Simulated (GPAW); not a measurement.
The system is MgO.

```
Mg O
1.0
     0.00000    2.09700    2.09700
     2.09700    0.00000    2.09700
     2.09700    2.09700    0.00000
Mg O
1 1
Direct
  0.00000 0.00000 0.00000
  0.50000 0.50000 0.50000
```

The cell is a database's computed one.

Base run:

| Item | Value |
| --- | --- |
| Program | GPAW 26.7.0 |
| Functional | r2SCAN |
| Potentials or basis | GPAW PAW data sets (gpaw-data 1.2.1) |
| Cutoff | 800 eV |
| Basis | pw |
| k mesh | 11 × 11 × 11 |
| Occupations | fermi-dirac, width 0.05 eV |
| Spin | no spin polarisation |

Its results: band gap on the k mesh 5.80 eV, direct.

**Question.** After a change of settings the same cell gave: band gap on the k mesh 5.15 eV, direct. Which change was it?
A. functional from r2SCAN to optB88-vdW
B. functional from r2SCAN to AM05; potentials or basis from GPAW PAW data sets (gpaw-data 1.2.1) to PAW data sets generated in the run's folder for this functional
C. functional from r2SCAN to TPSS
D. functional from r2SCAN to PBE

**Answer.** A.
